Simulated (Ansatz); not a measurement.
Rows from a G0W0 calculation on CdTe (F-43m) (Ansatz 0.2.0; G0W0 on PBE, plane waves, PAW; 6×6×6 mesh, 610 empty bands, screening to 250 eV, hard PAW files), in eV. Spin-orbit coupling is left out.

```csv
row,Σx,Σc,Vxc,Z
A,-9.64,-3.74,-13.31,0.77
B,-6.69,-4.18,-10.87,0.75
C,-17.74,1.16,-15.89,0.75
```

Which rows are filled states and which are empty ones, and how can one tell?

Filled: C. Empty: A and B. The sign of Σc tells: for a filled state bare exchange, which holds its interaction with itself, lies below Vxc (Σx − Vxc is -1.9 eV or lower here) and screening gives part back as a positive Σc. For an empty state Σx lies above Vxc (+3.7 eV or more) and the Coulomb hole leaves Σc negative.

[Paths, hosts, dates, memory and timing lines, banners, echoed tables and standing remarks are left out of the program output.]

[Logs are printed without paths, hosts, clocks, repeated set-up lines and the standing remarks that a program may print on its own settings, such as how far it seeks lower states.]

[Runs of the session that timed out or met a known fault of the program may be left out.]

[Cells called generated may have been cut or substituted from an entry of the Crystallography Open Database or the Materials Project.]

[Hosts, paths, dates, database ids (printed as entryN), source tags and the programs' standing remarks are cut or masked in the printed files.]
